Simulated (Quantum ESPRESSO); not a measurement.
Runs of Quantum ESPRESSO 7.5 on TiTe. Symmetry: P6_3/mmc, No. 194, hexagonal system. Conventional cell: a = 3.842 Å, b = 3.842 Å, c = 6.403 Å, α = 90.00°, β = 90.00°, γ = 120.00°. Te (site symmetry -6m2) has 6 Ti at 2.74 Å as nearest neighbours. Ti (site symmetry -3m) is surrounded by 6 Te at 2.74 Å. 

```csv
task,level,potentials or basis,cell,k mesh,cutoff (eV),symmetry,SCF threshold,form of the LDA correlation,gap on the mesh (eV),pressure (GPa),V0 of scaled cells (Å³/atom),B0 (GPa)
band structure,r2SCAN,SG15 PBE 1.2,as given,6 × 6 × 3,952,off,1e-08 Ry,-,none,6.7,-,-
band structure,LDA,GBRV 1.5 LDA,as given,8 × 8 × 4,612,-,8e-10 Ry,PZ81,none,(a),-,-
equation of state,PBEsol,GBRV 1.5 PBEsol,as given,8 × 8 × 4,612,-,8e-10 Ry,-,-,-,21.20,97
single point,PBEsol,GBRV 1.5 PBEsol,"atoms moved at random, drawn with an rms of 0.05 Å",8 × 8 × 4,612,-,8e-10 Ry,-,none,4.0,-,-
single point,PBEsol,GBRV 1.5 PBEsol,as given,8 × 8 × 4,612,-,8e-10 Ry,-,none,3.7,-,-
equation of state,LDA,GBRV 1.5 LDA,as given,8 × 8 × 4,612,-,8e-10 Ry,PZ81,-,-,(b),104
band structure,PBEsol,GBRV 1.5 PBEsol,as given,8 × 8 × 4,612,-,8e-10 Ry,-,none,3.7,-,-
```

Alike in all rows: no spin polarisation; smearing fermi-dirac 0.05 eV.

Task: Estimate the missing entries.

Result: (a) 1.1; (b) 20.68.

Caveats: spin-orbit coupling is left out, which moves the levels of the heavy elements (some runs); the cell was scaled at fixed shape and fractional positions, which overstates the stiffness of a crystal with free parameters, most of all of layers and chains (some runs); the potentials were made for another functional, which shifts forces and pressure (some runs); some levels on the path didn't converge (some runs).

A k mesh can miss the band edges, and the runs leave out spin-orbit coupling on Te.

A gap of «none» marks a metal or a gap under the smearing width.

The runs don't all hold the same shells in valence.
